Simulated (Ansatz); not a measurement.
LiF (rocksalt), relaxed with r2SCAN in the PAW code Ansatz: it is cubic, Fm-3m (No. 225); conventional cell a = 3.990 Å, 7.94 Å³ an atom. Li is surrounded by 6 F at 1.99 Å; F is surrounded by 6 Li at 1.99 Å. It was then strained (epitaxial in the xy plane), atoms relaxed again within the symmetry left. Unstrained, r2SCAN gives 10.330 eV (Γ, 10×10×10 mesh), and the band edges keep their places in every row. The normal direction was relaxed to zero stress. Only one sign of strain is shown, since it lowers the symmetry, and equivalent edge states can then move with another slope on the other side. Stress is positive in compression. (Simulation; spin polarisation is off.)

Axes as in this cell:
```
Li F
1.0
     0.00000    1.99487    1.99487
     1.99487    0.00000    1.99487
     1.99487    1.99487    0.00000
Li F
1 1
Direct
  0.00000 0.00000 0.00000
  0.50000 0.50000 0.50000
```

```csv
strain (%),ε,"ΔE_g, r2SCAN (eV)","Δσ_xx, r2SCAN (GPa)"
+0.5,+0.0050,-0.072,-0.75
+1.0,+0.0100,-0.143,-1.45
+2.66,+0.0266,-0.380,-3.46
+3.0,+0.0300,-0.429,-3.82
+4.0,+0.0400,-0.570,-4.77
```

Fit ΔE_g = a x + b x² to these rows by least squares, with x = ε.
The normal equations take Σx² = 3.333e-03, Σx³ = 1.109e-04, Σx⁴ = 3.881e-06, ΣxΔE = -4.757e-02 and Σx²ΔE = -1.583e-03, and give a = -14.37 eV, b = +2.9 eV; the largest residual is 0.001 eV.

Fit the change of σ_xx in the same way.
Δσ_xx = -152.6 x + (836) x² GPa. The slope, 153 GPa, is the biaxial modulus of the film.

Predict the withheld row at +2.0 % (x = +0.0200).
ΔE_g ≈ -14.37 × (+0.0200) + (2.9) × (+0.0200)² = -0.286 eV, and Δσ_xx ≈ -2.72 GPa. The runs give -0.286 eV and -2.72 GPa, off by 0.000 eV and 0.00 GPa.
